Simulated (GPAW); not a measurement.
**Te2Mo in GPAW: convergence with empty bands an atom in the response**

Te2Mo:

```
CELL_PARAMETERS angstrom
3.51820 0.00000 0.00000
-1.75910 3.04685 0.00000
0.00000 0.00000 13.97360
ATOMIC_POSITIONS crystal
Te 0.66667 0.33333 0.37900
Te 0.33333 0.66667 0.62100
Te 0.33333 0.66667 0.87900
Te 0.66667 0.33333 0.12100
Mo 0.66667 0.33333 0.75000
Mo 0.33333 0.66667 0.25000
```

| Property | Result |
| --- | --- |
| Program | GPAW 26.7.0 |
| Task | dielectric tensor |
| Functional | PBE |
| Potentials or basis | GPAW PAW data sets (gpaw-data 1.2.1) |
| Cutoff | 500 eV |
| Basis | pw |
| k mesh | 7 × 7 × 2 |
| Occupations | fermi-dirac, width 0.001 eV |
| Spin | no spin polarisation |
| Maxiter | 150 |
| Response k mesh | 7 × 7 × 2 |
| Response ecut | 80 eV |
| Response bands | 38 |
| Kernels | ["RPA"] |
| Coarser k mesh | 7 × 7 × 2 |

These are the settings of the first run; the series varies empty bands an atom in the response, with any setting tied to it.

Hardware: 1 thread of Arm Neoverse V1 (shared host).

Task: The values tried are 2, 3, 5, 8, 12, 18, 26, loosest first. From which on does the dielectric constant stay within 0.05 of the tightest run that finished?

Result: From 12 on.

| empty bands an atom in the response | dielectric constant | SCF cycles | CPU time (s) | peak memory (GiB) |
| --- | --- | --- | --- | --- |
| 2 | 14.390 | 14 | 140 | 0.5 |
| 3 | 14.944 | 14 | 150 | 0.51 |
| 5 | 15.148 | 14 | 190 | 0.53 |
| 8 | 15.223 | 14 | 280 | 0.57 |
| 12 | 15.260 | 14 | 560 | 0.61 |
| 18 | 15.285 | 14 | 710 | 0.68 |
| 26 | 15.298 | 14 | 1100 | 0.77 |

The tightest run that finished is the yardstick and may itself not be fully converged.

Caveat, for the tightest run too: the long-wavelength limit can be off by several per cent where d states take part.
